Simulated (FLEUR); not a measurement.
# Al2Au (Fm-3m) in FLEUR: single point with PBE

Aim: the single point of Al2Au with PBE.

All numbers are computed with FLEUR MaX-R8.1 (later development tree); they aren't measurements. Logs are shortened: lines on timing, memory, paths and dates and some standing lists are left out, and cuts for length are marked.

### 1 Starting point

Symmetry: Fm-3m, No. 225, cubic system. Conventional cell: a = 6.000 Å, b = 6.000 Å, c = 6.000 Å, α = 90.00°, β = 90.00°, γ = 90.00°. Au (site symmetry m-3m) has 8 Al at 2.60 Å as nearest neighbours. Al (site symmetry -43m) has 4 Au at 2.60 Å as nearest neighbours.

### 2 Single point, PBE

The input, inp.xml:

```xml
<?xml version="1.0" encoding="UTF-8" standalone="no"?>
<fleurInput fleurInputVersion="0.39">
   <comment>
      Al2Au                                                                                               
   </comment>
   <calculationSetup>
      <cutoffs Kmax="4.64" Gmax="14.4" GmaxXC="14.4" numbands="0"/>
      <scfLoop itmax="60" minDistance="0.00001" maxIterBroyd="15" imix="Anderson" alpha="0.05" precondParam="0.0" spinf="2.0" sdNocoIR="T"/>
      <coreElectrons ctail="T" frcor="F" kcrel="0" coretail_lmax="0"/>
      <xcFunctional name="pbe" relativisticCorrections="F"/>
      <magnetism jspins="1"/>
      <soc l_soc="F" theta="0.0" phi="0.0" spav="F"/>
      <expertModes spex="0" secvar="F"/>
      <geometryOptimization l_f="F" forcealpha="1.0" forcemix="BFGS" epsdisp="0.00001" epsforce="0.00001"/>
      <ldaU l_linMix="F" mixParam="0.05" spinf="1.0"/>
   </calculationSetup>
   <cell>
      <bzIntegration valenceElectrons="41.0" mode="hist" fermiSmearingEnergy="0.00183747">
         <kPointListSelection listName="default-1"/>
         <!-- k-points included here -->
         <xi:include xmlns:xi="http://www.w3.org/2001/XInclude" href="kpts.xml"> </xi:include>
      </bzIntegration>
      <!-- symmetry operations included here -->
      <xi:include xmlns:xi="http://www.w3.org/2001/XInclude" href="sym.xml"> </xi:include>
      <bulkLattice scale="1.0">
         <bravaisMatrix>
            <row-1>    0.0000000000000000     5.6691783737999994     5.6691783737999994</row-1>
            <row-2>    5.6691783737999994     0.0000000000000000     5.6691783737999994</row-2>
            <row-3>    5.6691783737999994     5.6691783737999994     0.0000000000000000</row-3>
         </bravaisMatrix>
      </bulkLattice>
   </cell>
   <atomSpecies>
      <species name="Gold (Au)" element="Au" atomicNumber="79">
         <mtSphere radius="2.39" gridPoints="801" logIncrement="0.017"/>
         <atomicCutoffs lmax="10" lnonsphr="10"/>
         <electronConfig flipSpins="F">
            <coreConfig>(1s1/2) (2s1/2) (2p1/2) (2p3/2) (3s1/2) (3p1/2) (3p3/2) (4s1/2) (3d3/2) (3d5/2) (4p1/2) (4p3/2) (4d3/2) (4d5/2) (4f5/2) (4f7/2)</coreConfig>
            <valenceConfig>(5s1/2) (5p1/2) (5p3/2) (6s1/2) (5d3/2) (5d5/2)</valenceConfig>
            <stateOccupation state="(6s1/2)" spinUp="0.500000" spinDown="0.500000"/>
         </electronConfig>
         <energyParameters s="6" p="6" d="5" f="5"/>
         <lo type="SCLO" l="0" n="5" eDeriv="0"/>
         <lo type="SCLO" l="1" n="5" eDeriv="0"/>
         <lo type="SCLO" l="1" n="5" eDeriv="1"/>
         <lo type="SCLO" l="2" n="5" eDeriv="2"/>
         <lo type="SCLO" l="3" n="5" eDeriv="2"/>
      </species>
      <species name="Aluminum (Al)" element="Al" atomicNumber="13">
         <mtSphere radius="2.11" gridPoints="705" logIncrement="0.016"/>
         <atomicCutoffs lmax="9" lnonsphr="9"/>
         <electronConfig flipSpins="F">
            <coreConfig>(1s1/2)</coreConfig>
            <valenceConfig>(2s1/2) (2p1/2) (2p3/2) (3s1/2) (3p1/2) (3p3/2)</valenceConfig>
            <stateOccupation state="(3p1/2)" spinUp="0.166667" spinDown="0.166667"/>
            <stateOccupation state="(3p3/2)" spinUp="0.333333" spinDown="0.333333"/>
         </electronConfig>
         <energyParameters s="3" p="3" d="3" f="4"/>
         <lo type="SCLO" l="0" n="2" eDeriv="0"/>
         <lo type="SCLO" l="1" n="2" eDeriv="0"/>
         <lo type="SCLO" l="2" n="3" eDeriv="2"/>
         <lo type="SCLO" l="3" n="4" eDeriv="2"/>
      </species>
   </atomSpecies>
   <atomGroups>
      <atomGroup species="Gold (Au)">
         <relPos label="                   1">.0000000000 .0000000000 .0000000000</relPos>
         <force calculate="T" relaxXYZ="TTT"/>
      </atomGroup>
      <atomGroup species="Aluminum (Al)">
         <relPos label="                   2">-1.000/4.000 -1.000/4.000 -1.000/4.000</relPos>
         <relPos label="                   3">1.000/4.000 1.000/4.000 1.000/4.000</relPos>
         <force calculate="T" relaxXYZ="TTT"/>
      </atomGroup>
   </atomGroups>
   <output dos="F" band="F" slice="F">
      <checks vchk="F" cdinf="F"/>
      <bandDOS minEnergy="-.5*Htr" maxEnergy="0.5*Htr" sigma="0.015" storeEVData="T"/>
      <vacuumDOS vacdos="F" integ="F" star="F" nstars="0" locx1="0.0" locy1="0.0" locx2="0.0" locy2="0.0" nstm="0" tworkf="0.0"/>
      <unfoldingBand unfoldBand="F" supercellX="1" supercellY="1" supercellZ="1"/>
      <plotting iplot="0" polar="F">
         <plot TwoD="T" vec1="  1.0  0.0  0.0" vec2="  0.0  1.0  0.0" vec3="  0.0  0.0  1.0" zero="  0.0  0.0  0.0" file="plot"/>
      </plotting>
      <chargeDensitySlicing numkpt="0" minEigenval="0.0" maxEigenval="0.0" nnne="0" pallst="F"/>
      <specialOutput eonly="F"/>
      <moessbauerParams electricFieldGradient="T" isomerShift="T" coreHyperfine="T" valenceHyperfine="T"/>
      <magneticCircularDichroism mcd="F" energyLo="-10.0" energyUp="0.0"/>
   </output>
  <!-- We include the file relax.xml here to enable relaxations (see documentation) -->
  <xi:include xmlns:xi="http://www.w3.org/2001/XInclude" href="relax.xml"> <xi:fallback/> </xi:include>
</fleurInput>
```

The input, crystal.txt:

```
Al2Au
&input cartesian=F /
0.0000000000  3.0000000000  3.0000000000
3.0000000000  0.0000000000  3.0000000000
3.0000000000  3.0000000000  0.0000000000
1.8897261246
1.0 1.0 1.0

3
79 0.0000000000  0.0000000000  0.0000000000
13 0.7500000000  0.7500000000  0.7500000000
13 0.2500000000  0.2500000000  0.2500000000

&kpt div1=8 div2=8 div3=8 gamma=T /
```

Potentials or basis: all-electron, FLAPW.

Command:

```
$ inpgen -f crystal.txt -profile fastHighL
$ # inp.xml edited to the form shown
$ fleur_MPI
```

Output:

```text
Welcome to FLEUR        (www.flapw.de)
      MaX-Release 8.1          (www.max-centre.eu)

 ========== k-point set info ==========
 Selected k-point list: default-1
 k-point list type: mesh
 8 x 8 x 8
 Number of k points: 29

 ------------Calculation Setup---------------------------
 Number of MPI-tasks      :            1
 Number of PE/node        :            1
 Number of OMP-threads    :            1
 Most efficient MPI parallelization for:
           1          29
 Additional eigenvalue parallelization possible
 Number of basis functions:          741
 Approximate size of matrices (H+S) per k-point:         0.008 GB
 --------------------------------------------------------
 Iteration:     1   Distance:      17.01239847 me/bohr^3
 Iteration:     2   Distance:      14.30248429 me/bohr^3
 Iteration:     3   Distance:       5.77312663 me/bohr^3
 Iteration:     4   Distance:       4.77931384 me/bohr^3
 Iteration:     5   Distance:       1.84358439 me/bohr^3
 Iteration:     6   Distance:       0.71218881 me/bohr^3
 Iteration:     7   Distance:       0.21223498 me/bohr^3
 Iteration:     8   Distance:       0.06343912 me/bohr^3
 Iteration:     9   Distance:       0.08927988 me/bohr^3
 Iteration:    10   Distance:       0.01494985 me/bohr^3
 Iteration:    11   Distance:       0.00288802 me/bohr^3
 Iteration:    12   Distance:       0.00171544 me/bohr^3
 Iteration:    13   Distance:       0.00032338 me/bohr^3
 Iteration:    14   Distance:       0.00012122 me/bohr^3
 Iteration:    15   Distance:       0.00000997 me/bohr^3

 ********************************************************************
 Run finished successfully
 Stop message:
   all done
 ********************************************************************
```

out.xml (last iteration):

```text
<iteration numberForCurrentRun="   15" overallNumber="   15">
         <energyParameters units="Htr">
            <atomicEP atomType="1" spin="1" branch="6s" branchLowest="-3.60" branchHighest="1.60" value="0.0685094354"/>
            <atomicEP atomType="1" spin="1" branch="6p" branchLowest="-1.79" branchHighest="2.61" value="0.2362336777"/>
            <atomicEP atomType="1" spin="1" branch="5d" branchLowest="-11.58" branchHighest="0.39" value="0.1291932587"/>
            <atomicEP atomType="1" spin="1" branch="5f" branchLowest="-2.62" branchHighest="2.57" value="0.5292744728"/>
            <loAtomicEP atomType="1" spin="1" branch="5s" branchLowest="-26.41" branchHighest="-3.60" value="-3.6088211587"/>
            <loAtomicEP atomType="1" spin="1" branch="5p" branchLowest="-19.66" branchHighest="-1.79" value="-1.8649371581"/>
            <loAtomicEP atomType="1" spin="1" branch="5p" branchLowest="-19.66" branchHighest="-1.79" value="-1.8649371581"/>
            <loAtomicEP atomType="1" spin="1" branch="5d" branchLowest="-11.58" branchHighest="0.39" value="0.1121629420"/>
            <loAtomicEP atomType="1" spin="1" branch="5f" branchLowest="-2.62" branchHighest="2.57" value="0.5292680628"/>
            <atomicEP atomType="2" spin="1" branch="3s" branchLowest="-3.47" branchHighest="1.68" value="0.0681339204"/>
            <atomicEP atomType="2" spin="1" branch="3p" branchLowest="-2.05" branchHighest="2.11" value="0.2155821336"/>
            <atomicEP atomType="2" spin="1" branch="3d" branchLowest="-9.99" branchHighest="2.32" value="0.3874774945"/>
            <atomicEP atomType="2" spin="1" branch="4f" branchLowest="-9.99" branchHighest="4.50" value="0.5527960147"/>
            <loAtomicEP atomType="2" spin="1" branch="2s" branchLowest="-55.03" branchHighest="-3.47" value="-3.4732002356"/>
            <loAtomicEP atomType="2" spin="1" branch="2p" branchLowest="-9.99" branchHighest="-2.05" value="-2.0571119503"/>
            <loAtomicEP atomType="2" spin="1" branch="3d" branchLowest="-9.99" branchHighest="2.32" value="0.3874772785"/>
            <loAtomicEP atomType="2" spin="1" branch="4f" branchLowest="-9.99" branchHighest="4.50" value="0.5527982553"/>
         </energyParameters>
         <eigenvalues>
            <eigenvaluesAt spin="1" ikpt="1" k_x="0.00000000" k_y="0.00000000" k_z="0.00000000">
                      -3.6088056717       -3.4732064460       -3.4731620626       -2.0571185900       -2.0571185900
                      -2.0571185900       -2.0569307549       -2.0569307549       -2.0569307549       -1.8191290727
                      -1.8191290727       -1.8191290727       -0.0559122825        0.0896162732        0.0896162732
                       0.0896162732        0.1248645254        0.1248645254        0.4143938627        0.4408372523
                       0.4408372523        0.4408372523        0.4759815145        0.4759815145        0.4759815145
                       0.5429627134        0.5429627134        0.5429627134        0.5761510088        0.6347229839
                       0.6347229839        0.7498059574
            </eigenvaluesAt>
            <eigenvaluesAt spin="1" ikpt="2" k_x="0.00000000" k_y="0.00000000" k_z="0.12500000">
                      -3.6088055301       -3.4732049519       -3.4731637914       -2.0571129217       -2.0571116440
                      -2.0571116440       -2.0569381159       -2.0569381159       -2.0569358423       -1.8191348580
                      -1.8191291962       -1.8191291962       -0.0483949573        0.0872014869        0.0914721730
                       0.0914721730        0.1245087359        0.1245087359        0.3528262058        0.4153203572
                       0.4153203572        0.4235920171        0.5019593944        0.5019593944        0.5245397585
                       0.5285700905        0.5285700905        0.5311627038        0.6311418153        0.6672771200
                       0.6672771200        0.7785933696
[... 4 lines left out ...]
                      -1.8191297259       -1.8191297259       -0.0269302894        0.0825374464        0.0953900301
                       0.0953900301        0.1247913490        0.1247913490        0.2579941436        0.3816834992
[... 29 lines left out ...]
            <state n="2" l="1" j="1.5" energy="-433.1955747195" weight="2.0000000000"/>
            <state n="3" l="0" j="0.5" energy="-122.9704668713" weight="1.0000000000"/>
            <state n="3" l="1" j="0.5" energy="-113.3052875392" weight="1.0000000000"/>
[... 8 lines left out ...]
            <state n="4" l="3" j="2.5" energy="-2.6970257862" weight="3.0000000000"/>
            <state n="4" l="3" j="3.5" energy="-2.5568521792" weight="4.0000000000"/>
         </coreStates>
         <coreStates atomType="     2" atomicNumber=" 13" spin="1" kinEnergy="    159.3074518172" eigValSum="   -110.0514820650" lostElectrons=" 0.000000">
            <state n="1" l="0" j="0.5" energy="-55.0257410325" weight="1.0000000000"/>
         </coreStates>
         <allElectronCharges>
            <spinDependentCharge spin="1" total="105.0000000" interstitial="5.6399739" mtSpheres="99.3600261"/>
            <totalCharge value="104.9999999957"/>
         </allElectronCharges>
         <moessbauerParams unitsHFF="kG" unitsIS="e/bohr^3" unitsEFG="Htr/bohr^2">
            <coreIsomerShift atomType="1" isTotal="2314863.65261">
               <shell n="1" l="0" isomerShift="1917401.76068"/>
               <shell n="2" l="0" isomerShift="287529.82383"/>
               <shell n="2" l="1" isomerShift="20715.21752"/>
               <shell n="3" l="0" isomerShift="65829.06203"/>
               <shell n="3" l="1" isomerShift="5316.47988"/>
               <shell n="4" l="0" isomerShift="16740.48693"/>
               <shell n="3" l="2" isomerShift="0.00218"/>
               <shell n="4" l="1" isomerShift="1330.81898"/>
               <shell n="4" l="2" isomerShift="0.00058"/>
               <shell n="4" l="3" isomerShift="0.00000"/>
            </coreIsomerShift>
            <coreIsomerShift atomType="2" isTotal="1403.15028">
               <shell n="1" l="0" isomerShift="1403.15028"/>
            </coreIsomerShift>
            <isomerShift atomType="1" nucleusRadius="0.0001374" averageDensity="2318394.81390"/>
            <isomerShift atomType="2" nucleusRadius="0.0000708" averageDensity="1501.90289"/>
            <electricFieldGradient atomType="1" VXX="0.00000" VYY="0.00000" VZZ="0.00000" asymParam="0.00000">
            </electricFieldGradient>
            <electricFieldGradient atomType="2" VXX="0.00000" VYY="0.00000" VZZ="0.00000" asymParam="0.00000">
            </electricFieldGradient>
         </moessbauerParams>
         <totalEnergy                                    value="   -19533.6212277122" units="Htr">
            <sumOfEigenvalues                            value="   -11976.4477336137">
               <coreElectrons value="-11922.0660945072"/>
               <valenceElectrons value="-54.3816391065"/>
            </sumOfEigenvalues>
            <densityCoulombPotentialIntegral value="-33825.9892396216"/>
            <densityEffectivePotentialIntegral value="-34352.4985747939"/>
            <chargeDenXCDenIntegral value="-402.8125881229"/>
            <FockExchangeEnergyValence value="0.0000000000"/>
            <FockExchangeEnergyCore value="0.0000000000"/>
            <atomTypeDependentContributions atomType="1">
               <electronNucleiInteractionDifferentMTs value="23968.6044719060"/>
               <MadelungTerm value="-38.4146561789"/>
            </atomTypeDependentContributions>
            <atomTypeDependentContributions atomType="2">
               <electronNucleiInteractionDifferentMTs value="572.5314743442"/>
               <MadelungTerm value="-14.3142585296"/>
            </atomTypeDependentContributions>
            <tkbTimesEntropy value="0.0003105401"/>
            <freeEnergy value="-19533.6215382522"/>
            <extrapolationTo0K value="-19533.6213829822"/>
         </totalEnergy>
         <densityConvergence units="me/bohr^3">
            <chargeDensity spin="1" distance="0.0000099677"/>
         </densityConvergence>
      </iteration>
```

Wall time 83 s (1 thread of Arm Neoverse V2, shared host); peak memory 0.08 GiB.

Results:

| Property | Result |
| --- | --- |
| Free energy | -531536.9205 eV |
| Band gap on the k mesh | none (metal or under the smearing width) |
| Valence electrons inside the program's atomic spheres | Au 17.26; Al 9.05 (radii Au 2.39, Al 2.11 bohr) |

Core levels (eV from the Fermi level):
```
atom                                                                                                                                                                                                                                     levels
1 Au  1s1/2 -80656.6, 2s1/2 -14218.9, 2p1/2 -13632.8, 2p3/2 -11796.9, 3s1/2 -3355.2, 3p1/2 -3092.2, 3p3/2 -2687.1, 4s1/2 -727.8, 3d3/2 -2251.4, 3d5/2 -2164.4, 4p1/2 -615.7, 4p3/2 -518.5, 4d3/2 -335.4, 4d5/2 -317.3, 4f5/2 -82.4, 4f7/2 -78.6
2 Al                                                                                                                                                                                                                              1s1/2 -1506.4
3 Al                                                                                                                                                                                                                              1s1/2 -1506.4
```
